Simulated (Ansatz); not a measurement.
ZnS: computed properties

All numbers below come from Ansatz, DFT PBE, scalar-relativistic, plane waves, PAW.

Settings: cutoff 420 eV, Γ-centred mesh 12×12×1 on the computed 20-atom cell, Gaussian smearing of 0.02 eV; no spin polarisation.

The structure is relaxed at this level of theory with its symmetry kept. This form isn't the usual stable structure of the compound.

```
CELL_PARAMETERS angstrom
3.84829 0.00000 0.00000
-1.92414 3.33271 0.00000
0.00000 0.00000 31.44903
ATOMIC_POSITIONS crystal
Zn 0.00000 0.00000 0.59991
Zn 0.66667 0.33333 0.20011
Zn 0.66667 0.33333 0.79993
Zn 0.33333 0.66667 0.69985
Zn 0.00000 0.00000 0.30006
Zn 0.00000 0.00000 0.00009
Zn 0.33333 0.66667 0.90002
Zn 0.66667 0.33333 0.49996
Zn 0.33333 0.66667 0.10018
Zn 0.33333 0.66667 0.40001
S 0.00000 0.00000 0.07517
S 0.00000 0.00000 0.67486
S 0.33333 0.66667 0.97496
S 0.33333 0.66667 0.47496
S 0.66667 0.33333 0.57491
S 0.33333 0.66667 0.77481
S 0.66667 0.33333 0.27507
S 0.33333 0.66667 0.17512
S 0.00000 0.00000 0.37501
S 0.66667 0.33333 0.87502
```

Task: Formation energy from the elements' standard states (uncorrected)?

Result: -0.822 eV/atom.

Task: Kohn–Sham band gap?

Result: 2.03 eV, direct at Γ.

Task: Löwdin character of the top 1 eV of the valence band?

Result: S 3p 88 %, Zn 3d 9 %.

Task: Löwdin character of the lowest 1 eV of the conduction band?

Result: Zn 4s 57 %, S 3s 26 %, S 3p 15 %.

Task: Electron masses at the edge by Cartesian direction of the standard setting (m_e; degenerate bands sorted by energy; no spin-orbit coupling)?

Result: x: 0.17; y: 0.17; z: 0.17.

Task: Hole masses at the edge by Cartesian direction of the standard setting (m_e; degenerate bands sorted by energy; no spin-orbit coupling)?

Result: x: 1.3, 0.16, 1.4; y: 1.3, 0.16, 1.4; z: 1.6, 1.6, 0.14.

Task: Bulk modulus?

Result: 69 GPa.

Task: Its pressure derivative?

Result: 4.4.

Cost: 11 runs of about 110 core-minutes in all, on Intel Xeon Processor @ 2.50GHz (Skylake/Cascade Lake) (shared hosts).